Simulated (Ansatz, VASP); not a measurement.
## Two plane-wave programs on SnTe3

```
CELL_PARAMETERS angstrom
0.00000 3.93695 3.93695
3.93695 0.00000 3.93695
3.93695 3.93695 0.00000
ATOMIC_POSITIONS crystal
Te 0.50000 0.50000 0.50000
Te 0.75000 0.75000 0.75000
Te 0.25000 0.25000 0.25000
Sn 0.00000 0.00000 0.00000
```

The cell comes from a database or a generator and needn't be the stable form of this composition.

Alike in both runs: task single point; functional PBE; k mesh 6 × 6 × 6; occupations fermi-dirac, width 0.05 eV; no spin polarisation.

|  | VASP | Ansatz |
| --- | --- | --- |
| version | VASP 6.6.1 | Ansatz 0.2.0 |
| potentials or method | VASP PAW PBE potentials, release 64 (Te, Sn_d) | Ansatz PAW |
| plane-wave cutoff (eV) | 520 | 420 |
| valence electrons in the cell | 32 | 62 |

```tsv
	VASP	Ansatz	Ansatz less VASP
gap on the k mesh at the Fermi level (eV)	none	none	-
pressure (GPa)	-2.4	-2.4	+0.06
```

A gap of «none» marks a metal or a gap that the smearing closes. The two sets of potentials don't hold the same shells in valence.

The runs have no spin-orbit coupling, so splittings on Te are missing.
